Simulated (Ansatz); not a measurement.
Input and command of a plane-wave DFT calculation in Ansatz:

```yaml
crystal:
  lattice:
    - [-2.9965506923, 2.9965506923, 2.4139243086]
    - [2.9965506923, -2.9965506923, 2.4139243086]
    - [2.9965506923, 2.9965506923, -2.4139243086]
  atoms:
    - { symbol: Al, position: [0.1614613108, 0.6614613108, 0.818639916] }
    - { symbol: Al, position: [0.6614613108, 0.8428213948, 0.5] }
    - { symbol: Al, position: [0.8385386892, 0.3385386892, 0.181360084] }
    - { symbol: Al, position: [0.3385386892, 0.1571786052, 0.5] }
    - { symbol: Cu, position: [0.75, 0.7449942445, -0.0050057555] }
    - { symbol: Cu, position: [0.25, 0.2550057555, 0.0050057555] }
basis:
  ecutwfc: 420
kpoints:
  mp_grid: { grid: [12, 12, 12] }
hamiltonian:
  xc: pbesol
scf:
  occupations: { method: gaussian, width: 0.15 }
output:
  forces: true
  stress: true
  eigenvalues: true
```

```bash
ansatz run input.yaml --threads 2 --pin off --max-ram 5120MiB --backend cpu --events-out ev --progress --plain --runs-dir out
```

Processor: Arm Neoverse V1, 2 threads, on a host shared with other jobs.

**Question.** Estimate time, memory and problem size.

**Answer.** About 43 s on 2 threads of Arm Neoverse V1, on a shared host, peak memory 1 GiB. It solves 31 bands at 476 k points (the mesh reduced by symmetry) with about 1681 plane waves, in 7 SCF iterations.
